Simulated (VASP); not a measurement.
Wanted: the native input for a VASP 6.6.1 run.

```
Task                   : single point
Functional             : LDA
Potentials or basis    : VASP PAW LDA potentials, release 64 (Pt, Se)
Cutoff                 : 520 eV
k mesh                 : 6 × 6 × 4
Occupations            : gaussian, width 0.05 eV
Spin                   : collinear spin, random start
Starting moments       : [-0.1, 0.0, 0.0] μB
Hubbard terms          : Pt d U = 8 eV
Further INCAR settings : ALGO = Normal; EDIFF = 1e-07
```

The structure of PtSe2 lies in POSCAR:

```
PtSe2
1.0
    3.2802082100     -2.0108328800      0.0000000000
    3.2802082100      2.0108328800      0.0000000000
   -0.0032294100      0.0000000000      4.6257814300
Pt Se
1 2
Direct
    0.0000000000      0.0000000000      0.0000000000
    0.6879000000      0.6879000000      0.2889000000
    0.3121000000      0.3121000000      0.7111000000
```

The cell was built by a generator and isn't the measured one.

One way to write it, as run:

INCAR

```
SYSTEM = PtSe2
ALGO     = Normal         ! electronic algorithm
EDIFF    = 1E-7           ! SCF threshold, eV
ENCUT    = 520            ! plane-wave cutoff, eV
ISIF     = 2              ! what is computed and relaxed
ISMEAR   = 0              ! smearing method
ISPIN    = 2              ! spin polarisation
LASPH    = .TRUE.         ! aspherical terms in the spheres
LCHARG   = .FALSE.        ! write CHGCAR
LDAU     = .TRUE.         ! DFT+U
LDAUJ    = 0 0          
LDAUL    = 2 -1           ! shell
LDAUPRINT= 1            
LDAUTYPE = 2            
LDAUU    = 8 0            ! U, eV
LMAXMIX  = 4              ! l up to which the mixer works
LORBIT   = 11             ! projections on sites
LREAL    = .FALSE.        ! projectors in reciprocal space
LWAVE    = .FALSE.        ! write WAVECAR
MAGMOM   = -0.1 0 0       ! initial moments
NELM     = 100            ! most SCF steps
PREC     = Accurate       ! precision mode
SIGMA    = 0.05           ! smearing width, eV
```

KPOINTS

```
k-points
0
G
  6 6 4
  0 0 0
```

Potentials or basis: VASP PAW LDA potentials, release 64 (Pt, Se).

Run with:

```sh
$ cat potpaw_LDA.64/Pt/POTCAR potpaw_LDA.64/Se/POTCAR > POTCAR
$ mpirun -np 1 vasp_std > vasp.out
```

It gave:

* Pressure: -13.5 GPa
* Largest force: 1.038 eV/Å
* Band gap on the k mesh: none (metal or under the smearing width)
* Net moment: 0.00 μB per cell
* Valence electrons inside the program's atomic spheres: Pt 9.90; Se 3.68

Caveat: forces of over 1 eV/Å show positions far from the minimum, so gaps and moduli don't describe the material at rest.

Wall time 42 s on 1 thread of Intel(R) Xeon(R) 6975P-C (Granite Rapids), with other jobs on the host, peak memory 0.21 GiB.
